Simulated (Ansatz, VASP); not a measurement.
One calculation of GaN, two programs

```
Ga N
1.0
    -0.03985    1.97257    1.97257
     1.97257   -0.03985    1.97257
     1.97257    1.97257   -0.03985
Ga N
1 1
Direct
  0.50000 0.50000 0.50000
  0.00000 0.00000 0.00000
```

Change from the starting cell: equal xy, yz and zx shear strains of -2 %, PAW files.

Alike in both runs: task electric field gradients; functional PBEsol; k mesh 13 × 13 × 13; occupations fermi-dirac, width 0.02 eV; no spin polarisation.

|  | VASP | Ansatz |
| --- | --- | --- |
| version | VASP 6.6.1 | Ansatz 0.2.0 |
| potentials or method | VASP PAW PBE potentials, release 64 (Ga_d, N) | PAW with Ansatz's default frozen-core files, scalar-relativistic |
| plane-wave cutoff (eV) | 520 | 420 |
| valence electrons in the cell | 18 | 18 |

VASP gave:

```
gap on the k mesh at the Fermi level (eV)                      : 1.71
pressure (GPa)                                                 : 59.6
largest component of the traceless stress (GPa)                : 5.16
Vzz of the field gradient on the site that differs most (V/Å²) : 4.3
```

Task: What did Ansatz give for the same quantities?

Result: gap on the k mesh at the Fermi level (eV): 1.72; pressure (GPa): 58.8; largest component of the traceless stress (GPa): 5.17; Vzz of the field gradient on the site that differs most (V/Å²): 6.3.

The functional is the same, so the differences come from potentials, cutoffs and numerics.

Caveats: so large a pressure means that the cell lies far from this level's equilibrium, or that cutoff or potentials fall short (VASP); the potentials were made for another functional, which shifts forces and pressure (VASP); an odd mesh through Γ misses points on the zone boundary, where band edges often lie.
